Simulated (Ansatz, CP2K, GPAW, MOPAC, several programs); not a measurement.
BaTiO3 (R3m) from semi-empirical methods to plane-wave DFT

A 5-atom cell of BaTiO3 started from a crystallographic database, relaxed with r2SCAN in Ansatz, was computed with several methods. The symmetry is R3m (No. 160, trigonal); a = 5.680 Å, c = 6.994 Å in the conventional setting, 13.03 Å³ an atom. Ba is surrounded by 12 O at 2.78–2.93 Å; Ti is surrounded by 6 O at 1.87–2.16 Å; O is surrounded by 2 Ti at 1.87–2.16 Å and 4 Ba at 2.78–2.93 Å. The values are computed, spin-unpolarised, and not measurements.

```xyz
5
Lattice="2.8400 1.6397 2.3314 -2.8400 1.6397 2.3314 0.0000 -3.2793 2.3314" Properties=species:S:1:pos:R:3 pbc="T T T"
Ba    0.0000    0.0000   -0.0224
Ti    0.0000    0.0000    3.3805
O     0.0000    1.6082    2.4224
O    -1.3928   -0.8041    2.4224
O     1.3928   -0.8041    2.4224
```

Gaps and times are for a single point on this cell; volume and bulk modulus come from each method's own relaxation or energy curve at fixed shape, which is too stiff where a cell has free coordinates or axes. Times are rough, from shared hosts (Intel Xeon 6975P-C), and each method has its own mesh and cell size. A double dagger marks a value from a curve with shape and coordinates held. PM6 (MOPAC), PM7 (MOPAC) treat a cluster of cells at its zone centre, which samples few k points: where these miss a band edge, the gap comes out too large for that reason alone. Gaps from k meshes are read at a limited set of points (mesh, symmetry points, PBE's band edges), so each method's own least gap may be somewhat smaller. xTB and the PM methods were fitted mostly to molecules, and can miss a solid's gap by electronvolts. Minimal bases can be far off for gaps. GLLB-SC's gap includes the derivative discontinuity. d marks a direct gap, i an indirect one (no mark: not told apart), a dash a value that wasn't computed or didn't pass its checks.

```csv
method,kind,gap (eV),own volume (Å³/atom),bulk modulus (GPa),atoms computed,processor time
light PBE (260 eV and a coarse mesh),light plane-wave,2.41 i,–,–,5,0.65 s
PBE,semilocal,2.50 i,13.38,154‡,5,3.5 s
r2SCAN,semilocal,2.87 i,13.03,173‡,5,7.7 s
PM7 (MOPAC),semi-empirical,2.50,–,–,120,12 s
GLLB-SC (GPAW),model potential,4.56,–,–,5,17 s
PBE/SZV (CP2K),small basis,2.19 i,14.18‡,147‡,5,21 s
PBE/DZVP (CP2K),small basis,2.41 i,13.43‡,157‡,5,51 s
PM6 (MOPAC),semi-empirical,3.12,–,–,120,3.6 min
```

Against r2SCAN (2.87 eV) and with closed or daggered gaps left aside, the nearest gap at the points sampled is that of PM6 (MOPAC) (+0.25 eV) and the farthest that of GLLB-SC (GPAW) (+1.69 eV). r2SCAN is only a yardstick of convenience: semilocal gaps usually lie below measured ones, which GLLB-SC and hybrids aim to mend.

Volumes against r2SCAN's: PBE +2.7 %.

Runs without a result: GFN1-xTB (tblite) (single point), GFN2-xTB (tblite) (single point).

The runs are scalar-relativistic, without spin-orbit coupling.
